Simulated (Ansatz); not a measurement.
**C under changes of volume**

One of the cells (5.672 Å³/atom); the others are scaled copies at fixed shape and fractional positions:

```
C
1.0
     2.52210    0.00000    0.00000
    -1.26105    2.18420    0.00000
     0.00000    0.00000    8.23710
C
8
Direct
  0.66667 0.33333 0.84375
  0.33333 0.66667 0.34375
  0.66667 0.33333 0.65625
  0.33333 0.66667 0.15625
  0.00000 0.00000 0.90625
  0.00000 0.00000 0.40625
  0.00000 0.00000 0.59375
  0.00000 0.00000 0.09375
```

This is a hexagonal form of diamond, not graphite.

```yaml
Program: Ansatz 0.2.0
Functional: revPBE
Dispersion: D4
Potentials_or_basis: Ansatz PAW
Cutoff: "420 eV (not typed: the program's choice for these potentials)"
k_mesh: 12 × 12 × 4
Occupations: fermi-dirac, width 0.05 eV
Spin: no spin polarisation
```

```tsv
volume (Å³/atom)	energy over the lowest point (meV/atom)	pressure (GPa)	gap on the mesh (eV)	largest force (eV/Å)
5.332	18.28	23.5	4.56	0.370
5.445	5.52	12.7	4.51	0.356
5.559	0.00	2.9	4.46	0.343
5.672	1.14	-6.0	4.42	0.331
5.785	8.33	-14.1	4.37	0.319
5.899	?	?	?	?
6.012	38.63	-28.2	4.28	0.296
```

Q: What does the run at 5.899 Å³/atom give?

A: Energy over the lowest point 20.99 meV/atom; pressure -21.5 GPa; gap on the mesh 4.33 eV; largest force 0.307 eV/Å.

Worked out: A Birch-Murnaghan fit of order 3 (a polynomial in V^(-2/3)) to the other rows has its minimum at 5.59 Å³/atom with B0 = V·E''(V) = 449 GPa and B' = 3.8 at fixed shape and positions, which overstates the stiffness. It gives 21.05 meV/atom at 5.899 Å³/atom, against the run's 20.99, and -dE/dV = -21.5 GPa, against -21.5. A straight line through the other rows of the gap, of slope -2.32 eV per unit of ln V, gives 4.32 eV, against the run's 4.33.

Energies are extrapolated to zero smearing.

Caveats: the PAW data sets come from PBE, with cores solved anew for the run's functional, which leaves a small shift of forces and pressure.

A mesh can miss the band edges.
